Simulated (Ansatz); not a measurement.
**Step by step: BaTe, relaxation of cell and atoms**

Level of theory: DFT, PBE, PAW with Ansatz's default frozen-core files, scalar-relativistic (Ansatz 0.2.0).

Command: `ansatz run input.yaml --threads 1 --pin off --max-ram 2048MiB --backend cpu --events-out ev --progress --plain --runs-dir out` The run took about 12 s on 1 thread of a shared machine.

```yaml
crystal:
  lattice:
    - [0.0, 3.2195088072, 3.2195088072]
    - [3.2195088072, 0.0, 3.2195088072]
    - [3.2195088072, 3.2195088072, 0.0]
  atoms:
    - { symbol: Ba, position: [0.0, 0.0, 0.0] }
    - { symbol: Te, position: [0.5, 0.5, 0.5] }
kpoints:
  mp_grid: { grid: [9, 9, 9] }
scf:
  occupations: { method: fermi_dirac, width: 0.03 }
hamiltonian:
  xc: pbe
  pseudopotentials: { kind: paw }
output:
  forces: true
  stress: true
relax:
  f_tol: 0.005
  max_steps: 80
  cell: {}
```

No spin–orbit coupling, which matters for the heavy atoms here.

The cell is built from the rocksalt type as a first guess.

The cutoff is 420 eV; energies and pressures of the walk include the program's estimate of the Pulay term.

Each frame lists the cell vectors (Å), then Cartesian positions (Å); symmetry keeps all forces zero. Free energies count from the first step, -12932.3784 eV.

The walk took 8 evaluations in all; steps that aren't listed are left out.

Step 1: E = 0.0 meV, P = 14.57 GPa

```
cell 0.0000 3.2195 3.2195 3.2195 0.0000 3.2195 3.2195 3.2195 0.0000
Ba    0.0000    0.0000    0.0000
Te    3.2195    3.2195    3.2195
```

Step 2: E = -598.5 meV, P = 5.20 GPa

```
cell 0.0000 3.3765 3.3765 3.3765 0.0000 3.3765 3.3765 3.3765 0.0000
Ba    0.0000    0.0000    0.0000
Te    3.3765    3.3765    3.3765
```

Step 3: E = -740.2 meV, P = 1.44 GPa

```
cell 0.0000 3.4779 3.4779 3.4779 0.0000 3.4779 3.4779 3.4779 0.0000
Ba    0.0000    0.0000    0.0000
Te    3.4779    3.4779    3.4779
```

Step 4: E = -755.9 meV, P = 0.24 GPa

```
cell 0.0000 3.5201 3.5201 3.5201 0.0000 3.5201 3.5201 3.5201 0.0000
Ba    0.0000    0.0000    0.0000
Te    3.5201    3.5201    3.5201
```

Step 5: E = -756.3 meV, P = 0.01 GPa

```
cell 0.0000 3.5286 3.5286 3.5286 0.0000 3.5286 3.5286 3.5286 0.0000
Ba    0.0000    0.0000    0.0000
Te    3.5286    3.5286    3.5286
```

Step 6: E = -759.6 meV, P = 0.09 GPa (the cell of the step before, solved again on a basis chosen afresh, hence the jump)

Q: How does the relaxation end?

A: It converges, with a = 7.064 Å, b = 7.064 Å, c = 7.064 Å, α = 90.00°, β = 90.00°, γ = 90.00° (conventional cell, space group Fm-3m). The last solve (on a basis chosen afresh for the final cell, so its energy is not quite comparable) gives E = -759.7 meV, P = 0.01 GPa:
```
cell 0.0000 3.5319 3.5319 3.5319 0.0000 3.5319 3.5319 3.5319 0.0000
Ba    0.0000    0.0000    0.0000
Te    3.5319    3.5319    3.5319
```
